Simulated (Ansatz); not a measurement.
NbP: opening a crack plane

NbP, I4_1md, a = 3.347 Å, c = 11.428 Å. The structure is a Materials Project entry; whether it is the stable form wasn't checked. Ansatz: PBE, PAW, 420 eV, Γ-centred 14×14×4 mesh on 8 atoms, Gaussian smearing 0.15 eV; no spin polarisation. One cut on (001) per cell of 8 atoms is opened rigidly by x, between planes of P and Nb that stand 1.91 Å apart; y is the energy per area (11.203 Å², 1 eV/Å² = 16.02 J/m²).

```
x (Å) y (J/m²)
 0.00     0.000
 0.50     1.047
 1.00     2.537
 2.00         ?
 3.00     4.442
 6.00     4.529
```

Q: Fit the universal binding curve y = W[1 − (1 + x/l) e^(−x/l)] to the other rows, give the peak stress, and predict the missing value.

A: Least squares gives W = 4.54 J/m² and l = 0.538 Å. The stress dy/dx peaks at x = l with W/(e l) = 31.0 GPa, for rigid faces. At x = 2.00: x/l = 3.717, y = 4.020 J/m². The run gave 4.088 J/m², so the fit is 0.068 J/m² too low, a small miss on the scale of the series.

Cost: 6 runs of about 10 core-minutes in all, on Arm Neoverse V2 (shared hosts).